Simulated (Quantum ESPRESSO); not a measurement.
AlAu: equation of state with LDA

The system is AlAu.

```
CELL_PARAMETERS angstrom
3.22394 0.00000 0.00000
0.00000 3.22394 0.00000
0.00000 0.00000 3.22394
ATOMIC_POSITIONS crystal
Au 0.50000 0.50000 0.50000
Al 0.00000 0.00000 0.00000
```

The cell comes from a database or a generator and needn't be the stable form of this composition.

```
Program             : Quantum ESPRESSO 7.5
Task                : equation of state
Functional          : LDA
Potentials or basis : GBRV 1.5 LDA
Cutoff              : 612 eV
Density cutoff      : 4898 eV
k mesh              : 8 × 8 × 8
Occupations         : fermi-dirac, width 0.05 eV
Spin                : no spin polarisation
```

- Equilibrium volume: 15.62 Å³/atom (rough: see the caveat)
- Bulk modulus: 143 GPa (rough)

Energy against volume, from the lowest point:
```
volume (Å³/atom)  energy (meV/atom)
          15.749               0.00
          16.084               5.21
          16.419              15.57
          16.755              30.34
          17.090              48.73
          17.425              70.12
          17.760              94.26
```

All runs of the series together: 31 s on 2 threads of AMD EPYC 9R45 96-Core Processor (Zen 5), with other jobs on the host.

Caveat: the minimum lies outside the volumes run. The run has no spin-orbit coupling, so splittings on Au are missing.
